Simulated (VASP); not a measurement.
**CdSe (zincblende): gaps by functional in VASP**

```yaml
crystal:
  lattice:
    - [0.00000, 3.06778, 3.06778]
    - [3.06778, 0.00000, 3.06778]
    - [3.06778, 3.06778, 0.00000]
  atoms:
    - { symbol: Cd, position: [0.00000, 0.00000, 0.00000] }
    - { symbol: Se, position: [0.25000, 0.25000, 0.25000] }
```

All runs share this cell. Band v is the last that the valence electrons fill when counted band by band, and c is the next. A negative gap between them is a band overlap, as in a metal.

```
                       level  gap (eV)  least direct gap (eV)  pressure (GPa)
                         PBE      0.55                   0.55             1.7
                      r²SCAN      1.03                   1.03             0.2
                         LDA      0.31                   0.31            -2.8
                      PBEsol      0.43                   0.43            -1.0
PBE with spin–orbit coupling      0.44                   0.44               –
```
